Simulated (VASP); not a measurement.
# NiO (F-43m) in VASP: a series of runs, part 2 of 2

VASP 6.6.1. Earlier steps stand in the parts before.

## Step 4: Elastic constants, PBE, collinear spin, ferromagnetic start

Contents of POSCAR:

```
NiO
1.0
    0.0000000000      2.2406300000      2.2406300000
    2.2406300000      0.0000000000      2.2406300000
    2.2406300000      2.2406300000      0.0000000000
Ni O
1 1
Direct
    0.0000000000      0.0000000000      0.0000000000
    0.7500000000      0.7500000000      0.7500000000
```

Contents of INCAR.step1:

```
SYSTEM = NiO
PREC = Accurate
ENCUT = 600
EDIFF = 1E-8
ISMEAR = 0
SIGMA = 0.02
LREAL = .False.
LASPH = .True.
NELM = 120
ALGO = Fast
ISIF = 3
LWAVE = .False.
LCHARG = .False.
ISPIN = 2
MAGMOM = 1 0
LORBIT = 11
LMAXMIX = 4
GGA = PE
IBRION = 2
NSW = 40
EDIFFG = -0.002
```

Contents of INCAR.step2:

```
SYSTEM = NiO
PREC = Accurate
ENCUT = 600
EDIFF = 1E-8
ISMEAR = 0
SIGMA = 0.02
LREAL = .False.
LASPH = .True.
NELM = 120
ALGO = Fast
ISIF = 3
LWAVE = .False.
LCHARG = .False.
ISPIN = 2
MAGMOM = 1 0
LORBIT = 11
LMAXMIX = 4
GGA = PE
IBRION = 6
NFREE = 2
POTIM = 0.015
NSW = 1
```

Contents of KPOINTS:

```
Automatic mesh
0
Gamma
  7 7 7
  0 0 0
```

Potentials or basis: VASP PAW PBE potentials, release 64 (Ni, O).

The run is started by

```bash
$ cat potpaw_PBE.64/Ni/POTCAR potpaw_PBE.64/O/POTCAR > POTCAR
$ cp INCAR.step1 INCAR
$ mpirun -np 1 vasp_std > vasp.out
$ cp CONTCAR POSCAR
$ cp INCAR.step2 INCAR
$ mpirun -np 1 vasp_std > vasp.out
```

OUTCAR:

```text
SYSTEM = NiO
   PREC = Accurate
   ENCUT = 600
   EDIFF = 1E-8
   ISMEAR = 0
   LREAL = .False.
   LASPH = .True.
   NELM = 120
   ISIF = 3
   ISPIN = 2
   LORBIT = 11
   GGA = PE
   IBRION = 6
   NFREE = 2
   POTIM = 0.015
   NSW = 1

 ion  position               nearest neighbor table
   1  0.000  0.000  0.000-   2 1.94   2 1.94   2 1.94   2 1.94
   2  0.750  0.750  0.750-   1 1.94   1 1.94   1 1.94   1 1.94

  LATTYP: Found a face centered cubic cell.
 ALAT       =     4.4738377946
[... 1267 lines left out ...]
 XX          -0.0000     -0.0000     -0.0000      0.0000      0.0000     -0.0000
 YY          -0.0000     -0.0000     -0.0000      0.0000      0.0000      0.0000
 ZZ          -0.0000     -0.0000     -0.0000      0.0000      0.0000     -0.0000
 XY           0.0000      0.0000      0.0000   -339.3761      0.0000      0.0000
 YZ           0.0000      0.0000      0.0000      0.0000   -339.3761      0.0000
 ZX          -0.0000      0.0000     -0.0000      0.0000      0.0000   -339.3761
 --------------------------------------------------------------------------------

 TOTAL ELASTIC MODULI (kBar)
 Direction    XX          YY          ZZ          XY          YZ          ZX
 --------------------------------------------------------------------------------
 XX        1535.8410   1280.7482   1280.7482      0.0000      0.0000      0.0000
 YY        1280.7482   1535.8410   1280.7482      0.0000      0.0000      0.0000
 ZZ        1280.7482   1280.7482   1535.8410      0.0000      0.0000      0.0000
 XY           0.0000      0.0000      0.0000    418.5676      0.0000      0.0000
 YZ           0.0000      0.0000      0.0000      0.0000    418.5676      0.0000
 ZX           0.0000      0.0000      0.0000      0.0000      0.0000    418.5676
 --------------------------------------------------------------------------------

 total charge

# of ion       s       p       d       tot
------------------------------------------
    1        0.380   0.483   8.256   9.119
    2        1.553   3.417   0.000   4.970
--------------------------------------------------
tot          1.932   3.901   8.256  14.089

 magnetization (x)

# of ion       s       p       d       tot
------------------------------------------
    1        0.003   0.039   1.394   1.436
    2        0.016   0.320   0.000   0.336
--------------------------------------------------
tot          0.020   0.359   1.394   1.772
```

OUTCAR.step1:

```text
SYSTEM = NiO
   PREC = Accurate
   ENCUT = 600
   EDIFF = 1E-8
   ISMEAR = 0
   LREAL = .False.
   LASPH = .True.
   NELM = 120
   ISIF = 3
   ISPIN = 2
   LORBIT = 11
   GGA = PE
   IBRION = 2
[... 971 lines left out ...]

 total charge

# of ion       s       p       d       tot
------------------------------------------
    1        0.381   0.483   8.248   9.112
    2        1.553   3.419   0.000   4.971
--------------------------------------------------
tot          1.934   3.902   8.248  14.083

 magnetization (x)

# of ion       s       p       d       tot
------------------------------------------
    1        0.003   0.038   1.397   1.438
    2        0.016   0.319   0.000   0.335
--------------------------------------------------
tot          0.020   0.356   1.397   1.773
```

Run time: 8.1 min. Hardware: 1 thread of Intel Xeon 6975P-C (Granite Rapids), shared host; peak memory 0.27 GiB.

What came out:

```
Relaxed volume                                          : 11.19 Å³/atom
Relaxed cell                                            : a = 3.163 Å, b = 3.163 Å, c = 3.163 Å, α = 60.00°, β = 60.00°, γ = 60.00°
Space group after relaxing (to 0.05 Å)                  : F-43m (No. 216)
Net moment                                              : 1.83 μB per cell
Site moments                                            : Ni +1.44; O +0.34 μB
Valence electrons inside the program's atomic spheres   : Ni 9.12; O 4.97
Elastic constants C11, C12, C44                         : 154, 128, 42 GPa
Voigt bulk modulus                                      : 137 GPa
Highest phonon frequency at Γ, LO-TO splitting left out : 407 cm⁻¹
```

The path:
| step | energy change (eV) | largest force (eV/Å) | pressure (GPa) | volume (Å³) |
| --- | --- | --- | --- | --- |
| 1 | 0.0000 | 0.0000 | -0.54 | 22.50 |
| 2 | -0.0002 | 0.0000 | 0.08 | 22.38 |
| 3 | -0.0002 | 0.0000 | 0.01 | 22.39 |

Final structure:
```xyz
2
Lattice="0.0000 2.2369 2.2369 2.2369 0.0000 2.2369 2.2369 2.2369 0.0000" Properties=species:S:1:pos:R:3 pbc="T T T"
Ni    0.0000    0.0000    0.0000
O     3.3554    3.3554    3.3554
```

Phonon frequencies in cm⁻¹ (negative: imaginary):
```tsv
q point	frequencies
(0.000, 0.000, 0.000)	0 0 0 407 407 407
```

Elastic tensor in Voigt notation (GPa, in the Cartesian axes of the cell as first typed):
```
154 128 128   0   0   0
128 154 128   0   0   0
128 128 154   0   0   0
  0   0   0  42   0   0
  0   0   0   0  42   0
  0   0   0   0   0  42
```

Clamped-ion elastic tensor (GPa):
```
154 128 128   0   0   0
128 154 128   0   0   0
128 128 154   0   0   0
  0   0   0  76   0   0
  0   0   0   0  76   0
  0   0   0   0   0  76
```

Caveat: a cell with one magnetic atom can't hold antiferromagnetic order, which such compounds often take.

## Step 5: The reference run

An earlier run on the cell as given: functional PBE; potentials or basis VASP PAW PBE potentials, release 64 (Ni, O); cutoff 520 eV; k mesh 10 × 10 × 10; occupations fermi-dirac, width 0.05 eV; collinear spin, ferromagnetic start; starting moments [1.0, 0.0] μB.

* Pressure: 0.3 GPa
* Band gap on the k mesh: none (metal or under the smearing width)
* Net moment: 1.91 μB per cell
* Site moments: Ni +1.50; O +0.36 μB
* Valence electrons inside the program's atomic spheres: Ni 9.10; O 4.97

## Step 6: Summary

```tsv
task	cell	k mesh	cutoff (eV)	smearing	ions in elastic constants	gap on the mesh (eV)	pressure (GPa)	moment (μB)
core levels	as given	10 × 10 × 10	520	gaussian 0.02 eV	-	none	0.4	1.94
phonons	relaxed	7 × 7 × 7	600	gaussian 0.02 eV	-	-	-	1.83
elastic constants	relaxed	7 × 7 × 7	600	gaussian 0.02 eV	relaxed	-	-	1.83
single point	as given	10 × 10 × 10	520	fermi-dirac 0.05 eV	-	none	0.3	1.91
```

Alike in all rows: level PBE; potentials or basis VASP PAW PBE potentials, release 64 (Ni, O); spin collinear, ferromagnetic start.

Caveats: a cell with one magnetic atom can't hold antiferromagnetic order, which such compounds often take; semilocal functionals often make such compounds metallic where correlation or magnetic order opens a gap, which also shifts bond lengths (some runs).

Absolute energies hang on the potentials; compare differences alone.
